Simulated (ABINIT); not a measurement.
Crystal: CsSnBr3.

```
Cs Sn Br
1.0
     5.83901    0.00000    0.00000
     0.00000    5.83901    0.00000
     0.00000    0.00000    5.83901
Cs Sn Br
1 1 3
Direct
  0.00000 0.00000 0.00000
  0.50000 0.50000 0.50000
  0.00000 0.50000 0.50000
  0.50000 0.50000 0.00000
  0.50000 0.00000 0.50000
```

The cell is a database's computed one.

Base run:

- Program: ABINIT 10.8.3 (patched build)
- Functional: LDA
- Potentials or basis: JTH PAW LDA v2.0
- Cutoff: 544 eV
- k mesh: 4 × 4 × 4
- Occupations: fermi-dirac, width 0.05 eV
- Spin: no spin polarisation

Its results: band gap on the k mesh 0.43 eV, direct.

Problem. After a change of settings the same cell gave: band gap on the k mesh 3.23 eV, direct. Which change was it?
A. k mesh from 4 × 4 × 4 to 2 × 2 × 2
B. k mesh from 4 × 4 × 4 to 5 × 5 × 5
C. k mesh from 4 × 4 × 4 to 3 × 3 × 3
D. k mesh from 4 × 4 × 4 to 6 × 6 × 6

Solution. C.

Caveats: spin-orbit coupling is left out, which moves the levels of the heavy elements; an odd mesh through Γ misses points on the zone boundary, where band edges often lie (some runs).
